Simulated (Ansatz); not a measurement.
The system is C.

```
CELL_PARAMETERS angstrom
0.00000 1.78337 1.78337
1.78337 0.00000 1.78337
1.78337 1.78337 0.00000
ATOMIC_POSITIONS crystal
C 0.75000 0.75000 0.75000
C 0.50000 0.50000 0.50000
```

This isn't the form of C at room conditions, which is graphite.

Base run:

* Program: Ansatz 0.2.0
* Functional: HSE06
* Potentials or basis: all-electron PAW datasets made for the crystal
* Cutoff: 600 eV (chosen from the basis error)
* k mesh: 8 × 8 × 8
* Occupations: fermi-dirac, width 0.05 eV
* Spin: no spin polarisation

Its results: band gap on the k mesh 5.29 eV, indirect (least direct gap 6.98 eV); pressure -8.1 GPa.

Problem. The run is repeated on the same cell with these changes: functional from HSE06 to PBE; cutoff from 600 eV (chosen from the basis error) to 540 eV (chosen from the basis error). What comes out?

Solution. Band gap on the k mesh 4.14 eV, indirect (least direct gap 5.60 eV); pressure 1.8 GPa.

HSE06 gives the wider gap, since exact exchange removes part of the self-interaction.

A k mesh can miss the band edges.
